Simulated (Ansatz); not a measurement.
## BN: electrons, doping and thermopower

Plane-wave DFT in Ansatz, PBEsol, scalar-relativistic PAW potentials, cutoff 420 eV, no spin-orbit coupling; no spin polarisation. BN in space group F-43m. Boltzmann transport at 300 K in rigid bands with one relaxation time, bands interpolated from the k mesh 12×12×12; values are means over x, y, z.

| electrons (cm⁻³) | size of S (μV/K) | σ/τ (Ω⁻¹ m⁻¹ s⁻¹) |
| --- | --- | --- |
| 10^18 | 478.6 | 7.3e+16 |
| 10^19 | ? | 7.3e+17 |
| 10^20 | 112.3 | 7.22e+18 |
| 10^21 | 27.3 | 6.75e+19 |

Problem. Take the lowest doping as non-degenerate: get the effective density of states and the masses, and predict the missing S.

Solution. For parabolic bands and one τ, |S| = (k_B/e)(5/2 − η) with k_B/e = 86.17 μV/K and n = N e^η. The first row gives η = -3.05, N = 2.12×10¹⁹ cm⁻³ and, from N = 2.509×10¹⁹ cm⁻³ × m_d^(3/2), a density-of-states mass of 0.89 mₑ (all valleys and bands together). σ/τ = ne²/m_c gives a conductivity mass of 0.39 mₑ; m_d is 2.3 times m_c, the sign of several valleys, several bands or anisotropy. A decade of doping costs (k_B/e) ln 10 = 198.4 μV/K, which predicts 280 μV/K; the run gave 283.4. There η is about -0.8, where Fermi statistics begin to count, but their first corrections to η and to the mean carrier energy nearly cancel, so the rule still holds. At 10^21 cm⁻³ the rule would give -117 μV/K against 27.3: the gas is degenerate there. Scattering that depends on energy changes the 5/2, and whether such doping can be reached wasn't computed.

Cost: about 1 core-minutes for the runs cited, on Intel Xeon 6975P-C (Granite Rapids) (shared hosts).

The thermopower falls as electrons fill the conduction band because the Fermi level rises towards and then into it, so the carriers transport less energy relative to that level. Once the gas is degenerate, only the imbalance between states just above and below the Fermi level contributes, and S decays more gently than the logarithmic rule.

The gap between the two masses fits the known conduction band of cubic BN, with equivalent, elongated valleys at X. Together they supply many states, while the light transverse masses keep conduction easy. σ/τ is almost proportional to the carrier density, but falls slightly short at 10^21 cm⁻³. Degeneracy alone would not do this in a parabolic band, so the shortfall suggests non-parabolicity or the entry of heavier states.

Among the sampled dopings, S²σ/τ is largest at 10^20 cm⁻³, where the growing conductivity still outweighs the loss of thermopower. This doesn't make BN a good thermoelectric, since its stiff bonds and light atoms favour a high lattice thermal conductivity, which would count against it.
